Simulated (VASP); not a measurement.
Here is a VASP 6.6.1 calculation.

The input INCAR:

```
SYSTEM = TaN
PREC     = Accurate       ! precision mode
ENCUT    = 1400           ! plane-wave cutoff, eV
EDIFF    = 1E-8           ! SCF threshold, eV
ISMEAR   = 0              ! smearing method
SIGMA    = 0.02           ! smearing width, eV
LREAL    = .False.        ! projectors in reciprocal space
LASPH    = .True.         ! aspherical terms in the spheres
NELM     = 100            ! most SCF steps
ALGO     = Normal         ! electronic algorithm
ISIF     = 2              ! what is computed and relaxed
LWAVE    = .False.        ! write WAVECAR
LCHARG   = .False.        ! write CHGCAR
METAGGA  = R2SCAN         ! meta-GGA
LMIXTAU  = .True.       
ADDGRID  = .False.
```

The input KPOINTS:

```
Automatic mesh
0
Gamma
  5 5 8
  0 0 0
```

The input POSCAR:

```
TaN
1.0
    5.1960000000      0.0000000000      0.0000000000
   -2.5980000000      4.4998679981      0.0000000000
    0.0000000000      0.0000000000      2.9110000000
Ta N
3 3
Direct
    0.0000000000      0.0000000000      0.0000000000
    0.6666666667      0.3333333333      0.5000000000
    0.3333333333      0.6666666667      0.5000000000
    0.0000000000      0.3928500000      0.0000000000
    0.6071500000      0.6071500000      0.0000000000
    0.3928500000      0.0000000000      0.0000000000
```

Potentials or basis: VASP PAW PBE potentials, release 64 (Ta_pv, N_h).

Command:

```console
$ cat potpaw_PBE.64/Ta_pv/POTCAR potpaw_PBE.64/N_h/POTCAR > POTCAR
$ mpirun -np 1 vasp_std > vasp.out
```

(1) Predict the largest force.

(2) Predict the band gap on the k mesh.

(3) Predict the pressure.

Results:

(1) 0.052 eV/Å.

(2) none (metal or under the smearing width).

(3) 1.7 GPa.

Caveat: the PAW data sets were made with another functional, which shifts forces and pressure a little.
